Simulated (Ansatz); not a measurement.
A run of Ansatz 0.2.0 is set up as follows.

The input input.yaml:

```yaml
crystal:
  lattice:
    - [4.0346224068, 0.0, 0.0]
    - [-2.0173112034, 3.494085499, 0.0]
    - [0.0, 0.0, 6.43229418]
  atoms:
    - { symbol: S, position: [0.6666666667, 0.3333333333, 0.87924415] }
    - { symbol: S, position: [0.3333333333, 0.6666666667, 0.37924415] }
    - { symbol: Mg, position: [0.3333333333, 0.6666666667, 0.99575485] }
    - { symbol: Mg, position: [0.6666666667, 0.3333333333, 0.49575485] }
hamiltonian:
  xc: pbesol
  pseudopotentials: { kind: paw }
  dispersion: d3bjatm
kpoints:
  mp_grid: { grid: [8, 8, 4] }
scf:
  occupations: { method: fermi_dirac, width: 0.05 }
output:
  forces: true
  stress: true
  eigenvalues: true
relax:
  f_tol: 0.01
  max_steps: 40
  cell: { stress_tol: 0.05 }
```

Potentials or basis: Ansatz PAW.

Run with:

```console
$ ansatz run input.yaml --threads 2 --pin off --max-ram 5632MiB --backend cpu --events-out ev --progress --plain --runs-dir out
```

**Question.** Estimate the space group after relaxing (to 0.05 Å).

**Answer.** P6_3mc (No. 186).

**Question.** Predict the relaxed cell.

**Answer.** a = 3.997 Å, b = 3.997 Å, c = 6.349 Å, α = 90.00°, β = 90.00°, γ = 120.00°.

**Question.** What does it give for the relaxed volume?

**Answer.** 21.96 Å³/atom.

**Question.** Predict the band gap on the k mesh.

**Answer.** 3.42 eV, direct.

Final structure:
```yaml
crystal:
  lattice:
    - [3.99652, 0.00000, 0.00000]
    - [-1.99826, 3.46109, 0.00000]
    - [0.00000, 0.00000, 6.34898]
  atoms:
    - { symbol: S, position: [0.66667, 0.33333, 0.87908] }
    - { symbol: S, position: [0.33333, 0.66667, 0.37908] }
    - { symbol: Mg, position: [0.33333, 0.66667, 0.99592] }
    - { symbol: Mg, position: [0.66667, 0.33333, 0.49592] }
```

Caveat: the plane-wave basis is chosen anew once the cell has moved, so the energies of steps on either side of that aren't comparable; the PAW data sets come from PBE, with cores solved anew for the run's functional, which leaves a small shift of forces and pressure. Expect the measured gap to be larger: semilocal functionals such as PBEsol lack the derivative discontinuity.
